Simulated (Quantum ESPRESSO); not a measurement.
Runs of Quantum ESPRESSO 7.5 on AlN. It takes space group P6_3mc (No. 186, hexagonal). Conventional cell: a = 3.113 Å, b = 3.113 Å, c = 4.981 Å, α = 90.00°, β = 90.00°, γ = 120.00°. Al (site symmetry 3m) has 4 N at 1.89 Å as nearest neighbours. N (site symmetry 3m) has 4 Al at 1.89 Å as nearest neighbours. 

```csv
cell,k mesh,k mesh of the self-consistent run,mesh quality,gap on the mesh (eV)
as given,12 × 12 × 8,12 × 12 × 8,not flagged,4.14
volume scaled by 1.08,3 × 3 × 4,12 × 12 × 6,coarse,(b)
volume scaled by 0.96,3 × 3 × 4,12 × 12 × 6,coarse,4.50
as given,3 × 3 × 4,12 × 12 × 6,coarse,4.14
volume scaled by 0.92,3 × 3 × 4,12 × 12 × 6,coarse,(a)
volume scaled by 1.04,3 × 3 × 4,12 × 12 × 6,coarse,3.80
volume scaled by 0.88,3 × 3 × 4,12 × 12 × 6,coarse,4.94
```

Alike in all rows: task single point; level PBEsol; potentials or basis PseudoDojo 0.4.1 SR PBEsol standard; no spin polarisation; cutoff (eV) 1143; smearing fixed.

Estimate the missing entries.

(a) 4.88; (b) 3.48.

Caveats: some runs use coarse meshes; an odd mesh through Γ misses points on the zone boundary, where band edges often lie (some runs).
